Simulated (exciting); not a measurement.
Wanted: an ASE script for an exciting (release sodium) run.

- Task: band structure
- Functional: XPBE
- Potentials or basis: all-electron LAPW+lo, shipped species files, valence relativity iora*
- rgkmax: 7.5
- k mesh: 4 × 4 × 3
- Occupations: methfessel-paxton-2, width 0.05 eV
- Spin: spin-orbit coupling, no magnetisation
- outputlevel: normal
- gmaxvr (cutoff of density and potential): 14 1/bohr
- lmaxapw (and lmaxmat): 10
- lmaxvr: 8
- nempty: 24
- Valence relativity: iora*
- epsengy: 1e-06 Ha
- epspot: 1e-06 Ha
- maxscl: 80
- Muffin-tin radii: Se 2.0 bohr

The structure of Se lies in Se.cif:

```cif
data_Se
_cell_length_a 4.36620000
_cell_length_b 4.36620000
_cell_length_c 4.95360000
_cell_angle_alpha 90.00000000
_cell_angle_beta 90.00000000
_cell_angle_gamma 120.00000000
_space_group_name_H-M_alt 'P3_121'
_space_group_name_Hall 'P 31 2"'
_space_group_IT_number 152
loop_
_space_group_symop_operation_xyz
'x,y,z'
'-y,x-y,z+1/3'
'-x+y,-x,z+2/3'
'y,x,-z'
'x-y,-y,-z+2/3'
'-x,-x+y,-z+1/3'
loop_
_atom_site_label
_atom_site_type_symbol
_atom_site_symmetry_multiplicity
_atom_site_Wyckoff_symbol
_atom_site_fract_x
_atom_site_fract_y
_atom_site_fract_z
_atom_site_occupancy
Se1 Se 3 a 0.7746000000 0.7746000000 0.0000000000 1
```

These files were run (other wordings do the same):

run_exciting.py

```python
import subprocess
import xml.etree.ElementTree as ET
from ase.io import read
from ase.units import Bohr

atoms = read("Se.cif")
import spglib
from ase import Atoms
cell, positions, numbers = spglib.find_primitive((atoms.cell[:], atoms.get_scaled_positions(), atoms.numbers), symprec=1e-5)
atoms = Atoms(numbers, cell=cell, scaled_positions=positions, pbc=True)
rmt = {'Se': 2.0}  # bohr
tasks = """
<groundstate do="fromscratch" ngridk="4 4 3" rgkmax="7.5" gmaxvr="14" lmaxapw="10" lmaxmat="10" lmaxvr="8" stype="Methfessel-Paxton 2" swidth="0.00183747" nempty="24" ValenceRelativity="iora*" epsengy="1e-06" epspot="1e-06" maxscl="80" outputlevel="normal" lmaxinr="3">
  <libxc exchange="XC_GGA_X_XPBE" correlation="XC_GGA_C_XPBE"/>
  <spin spinorb="true"/>
</groundstate>
<properties>
  <bandstructure>
    <plot1d>
      <path steps="80">
        <point coord="0 0 0" label="G"/>
        <point coord="0.5 0 0" label="M"/>
        <point coord="0.3333333333 0.3333333333 0" label="K"/>
        <point coord="0 0 0" label="G"/>
        <point coord="0 0 0.5" label="A"/>
        <point coord="0.5 0 0.5" label="L"/>
        <point coord="0.3333333333 0.3333333333 0.5" label="H"/>
        <point coord="0 0 0.5" label="A" breakafter="true"/>
        <point coord="0.5 0 0.5" label="L"/>
        <point coord="0.5 0 0" label="M" breakafter="true"/>
        <point coord="0.3333333333 0.3333333333 0" label="K"/>
        <point coord="0.3333333333 0.3333333333 0.5" label="H"/>
      </path>
    </plot1d>
  </bandstructure>
  <dos nwdos="300" winddos="-0.6 0.5" inttype="tetra" ngrdos="100" nsmdos="0"/>
</properties>
"""

root = ET.Element("input")
ET.SubElement(root, "title").text = "Se"
structure = ET.SubElement(root, "structure", speciespath="./", tshift="false")
crystal = ET.SubElement(structure, "crystal", scale="1.0")
for vector in atoms.cell / Bohr:
    ET.SubElement(crystal, "basevect").text = " ".join(f"{x:.12f}" for x in vector)
symbols = atoms.get_chemical_symbols()
for element in dict.fromkeys(symbols):
    species = ET.SubElement(structure, "species", speciesfile=element + ".xml", rmt=str(rmt[element]))
    for symbol, position in zip(symbols, atoms.get_scaled_positions(wrap=False)):
        if symbol == element:
            ET.SubElement(species, "atom", coord=" ".join(f"{x:.12f}" for x in position))
root.extend(ET.fromstring("<tasks>" + tasks + "</tasks>"))
ET.indent(root)
ET.ElementTree(root).write("input.xml")
subprocess.run(["exciting_smp"], check=True)
```

Potentials or basis: all-electron LAPW+lo, shipped species files, valence relativity iora*.

The run is started by

```console
$ OMP_NUM_THREADS=1 python run_exciting.py
```

Results of the run:

* Band gap along the path: 1.03 eV, indirect (least direct gap 1.16 eV)
* All electrons inside the program's atomic spheres: Se 31.18 (radii Se 2.0 bohr)

Caveat: the k mesh is coarse (spacing up to 0.42 Å⁻¹), so the values aren't converged; total energies with spin-orbit coupling aren't reliable in this program, so none is listed and the log's shouldn't be used; the tetrahedron DOS on this energy grid can lose part of the weight of narrow d or f bands.

Run time: 14 min on 1 thread of Arm Neoverse N1 (shared host), peak memory 0.25 GiB.
